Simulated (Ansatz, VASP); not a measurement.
# One calculation of Lu, two programs

Contents of INCAR:

```
SYSTEM = Lu
ALGO = Normal ; EDIFF = 1E-7
ENCUT = 520 ; GGA = RE
ISIF = 2 ; ISMEAR = -1
LASPH = .TRUE. ; LCHARG = .FALSE.
LREAL = .FALSE. ; LWAVE = .FALSE.
NBANDS = 32 ; NELM = 80
PREC = Accurate ; SIGMA = 0.1
```

KPOINTS

```
k-points
0
G
  8 8 8
  0 0 0
```

The input POSCAR:

```
Lu
1.0
    0.0000000000      3.6037118453      3.6037118453
    3.6037118453      0.0000000000      3.6037118453
    3.6037118453      3.6037118453      0.0000000000
Lu
2
Direct
    0.1250000000      0.1250000000      0.1250000000
    0.8750000000      0.8750000000      0.8750000000
```

Input for Ansatz:

```yaml
crystal:
  lattice:
    - [0.0, 3.6037118453, 3.6037118453]
    - [3.6037118453, 0.0, 3.6037118453]
    - [3.6037118453, 3.6037118453, 0.0]
  atoms:
    - { symbol: Lu, position: [0.125, 0.125, 0.125] }
    - { symbol: Lu, position: [0.875, 0.875, 0.875] }
hamiltonian:
  xc: revpbe
  pseudopotentials:
    kind: paw
    azcp:
      Lu: "pseudopotentials/Lu.paw.azcp"
basis:
  ecutwfc: 420
  fft_grid_basis: typed
kpoints:
  mp_grid: { grid: [8, 8, 8], shift: [0, 0, 0] }
magnetization:
  spin_polarized: false
scf:
  occupations: { method: fermi_dirac, width: 0.1 }
  lower_state_search: "off"
output:
  stress: true
  write_density: true
  write_potential: true
  elf: true
  volumetric_format: npy
```

Alike in both runs: task single point; functional revPBE; k mesh 8 × 8 × 8; occupations fermi-dirac, width 0.1 eV; no spin polarisation.

|  | VASP | Ansatz |
| --- | --- | --- |
| version | VASP 6.6.1 | Ansatz 0.2.0 |
| potentials or method | VASP PAW PBE potentials, release 64 (Lu) | plane waves (420 eV) with PAW, scalar-relativistic |
| plane-wave cutoff (eV) | 520 | 420 |
| valence electrons in the cell | 50 | 50 |

VASP gave:

* pressure (GPa): 1.8

Problem. Which values does Ansatz return?

Solution. Pressure (GPa): 1.7.

Caveats: the PAW data sets were made with another functional, which shifts forces and pressure a little (VASP). Spin-orbit coupling is left out, which matters for the levels of Lu.
